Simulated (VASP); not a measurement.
**Ag: equation of state with PBEsol**

Ag:

```xyz
4
Lattice="2.8862 0.0000 0.0000 -1.4431 2.4995 0.0000 0.0000 0.0000 10.0000" Properties=species:S:1:pos:R:3 pbc="T T T"
Ag    0.0000    0.0000    5.0000
Ag    0.0000    0.0000    0.0000
Ag    1.4431    0.8332    7.5000
Ag    0.0000    1.6663    2.5000
```

This isn't the form of Ag at room conditions, which is fcc.

```json
{
 "Program": "VASP 6.6.1",
 "Task": "equation of state",
 "Functional": "PBEsol",
 "Potentials or basis": "VASP PAW PBE potentials, release 64 (Ag)",
 "Cutoff": "520 eV",
 "k mesh": "11 × 11 × 3",
 "Occupations": "fermi-dirac, width 0.05 eV",
 "Spin": "no spin polarisation",
 "Ladder": "free",
 "Further INCAR settings": "ALGO = Normal; EDIFF = 1e-07; NBANDS = 30"
}
```

The equilibrium volume is 16.71 Å³/atom (rough: see the caveat) and the bulk modulus at fixed shape and positions is 118 GPa (rough).

Energy against volume, from the lowest point:
```tsv
volume (Å³/atom)	energy (meV/atom)
16.953	0.00
17.314	6.09
17.675	16.65
18.035	31.08
18.396	48.79
18.757	69.32
19.117	92.25
```

All runs of the series together: 2.9 min on 1 thread of Intel(R) Xeon(R) 6975P-C (Granite Rapids) (shared host).

Caveat: the minimum lies outside the volumes run; the cell was scaled at fixed shape and fractional positions, which overstates the stiffness of a crystal with free parameters, most of all of layers and chains; the PAW data sets were made with another functional, which shifts forces and pressure a little.
